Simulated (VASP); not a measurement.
Here is a VASP 6.6.1 calculation.

File INCAR:

```
PREC = Accurate ; ENCUT = 520
EDIFF = 1E-7 ; ISMEAR = 0
SIGMA = 0.1 ; LREAL = False
LASPH = True ; NELM = 80
ALGO = Fast ; ISIF = 2
LWAVE = False ; LCHARG = False
GGA = PE ; NBANDS = 18
```

KPOINTS

```
regular mesh
0
Gamma
  8 8 8
```

Contents of POSCAR:

```
ZnCu
1.0
    3.0121728636      0.0000000000      0.0000000000
    0.0000000000      3.0121728636      0.0000000000
    0.0000000000      0.0000000000      3.0121728636
Zn Cu
1 1
Direct
    0.5000000000      0.5000000000      0.5000000000
    0.0000000000      0.0000000000      0.0000000000
```

Potentials or basis: VASP PAW PBE potentials, release 64 (Zn, Cu).

Command:

```sh
$ cat potpaw_PBE.64/Zn/POTCAR potpaw_PBE.64/Cu/POTCAR > POTCAR
$ mpirun -np 1 vasp_std > vasp.out
```

(1) Predict the band gap on the k mesh.

(2) Predict the pressure.

Results:

(1) none (metal or under the smearing width).

(2) -4.3 GPa.
